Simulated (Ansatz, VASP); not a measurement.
# One calculation of Bi, two programs

Contents of INCAR:

```
SYSTEM = Bi
  PREC = Accurate
  ENCUT = 520
  EDIFF = 1E-7
  ISMEAR = -1
  SIGMA = 0.05
  LREAL = .FALSE.
  LASPH = .TRUE.
  NELM = 60
  ALGO = Normal
  ISIF = 2
  LWAVE = .FALSE.
  LCHARG = .FALSE.
  GGA = PE
  NBANDS = 22
```

The input KPOINTS:

```
Automatic mesh
0
G
  7 7 7
  0 0 0
```

The input POSCAR:

```
Bi
1.0
    2.2522814206      1.3003552845      3.9115696734
   -2.2522814206      1.3003552845      3.9115696734
    0.0000000000     -2.6007105690      3.9115696734
Bi
2
Direct
    0.7660000000      0.7660000000      0.7660000000
    0.2340000000      0.2340000000      0.2340000000
```

The input input.yaml:

```yaml
crystal:
  lattice:
    - [2.2522814206, 1.3003552845, 3.9115696734]
    - [-2.2522814206, 1.3003552845, 3.9115696734]
    - [0.0, -2.600710569, 3.9115696734]
  atoms:
    - { symbol: Bi, position: [0.766, 0.766, 0.766] }
    - { symbol: Bi, position: [0.234, 0.234, 0.234] }
hamiltonian:
  xc: pbe
  pseudopotentials: { kind: paw }
kpoints:
  mp_grid: { grid: [7, 7, 7] }
scf:
  occupations: { method: fermi_dirac, width: 0.05 }
output:
  forces: true
  stress: true
  eigenvalues: true
  write_density: true
  write_potential: true
  elf: true
  volumetric_format: npy
```

Alike in both runs: task single point; functional PBE; k mesh 7 × 7 × 7; occupations fermi-dirac, width 0.05 eV; no spin polarisation.

```csv
,VASP,Ansatz
version,VASP 6.6.1,Ansatz 0.2.0
potentials or method,"VASP PAW PBE potentials, release 64 (Bi_d)",Ansatz PAW
plane-wave cutoff (eV),520,420
valence electrons in the cell,30,30
```

Ansatz gave:

* gap on the k mesh at the Fermi level (eV): 0.27
* least direct gap on the mesh (eV): 0.54
* pressure (GPa): 3.2
* largest component of the traceless stress (GPa): 0.26
* rms of the force components (eV/Å): 0.171

Question: What did VASP give for the same quantities?

Answer: gap on the k mesh at the Fermi level (eV): 0.28; least direct gap on the mesh (eV): 0.54; pressure (GPa): 3.2; largest component of the traceless stress (GPa): 0.26; rms of the force components (eV/Å): 0.175.

Atom by atom the forces differ by 0.004 eV/Å (rms over components).

Caveats: spin-orbit coupling is left out, which as a rule narrows the gap of such compounds by several tenths of an eV; an odd mesh through Γ misses points on the zone boundary, where band edges often lie (VASP); odd divisions of the mesh miss points on the zone boundary, where band edges often lie, so the gap on the mesh can be too wide (Ansatz).
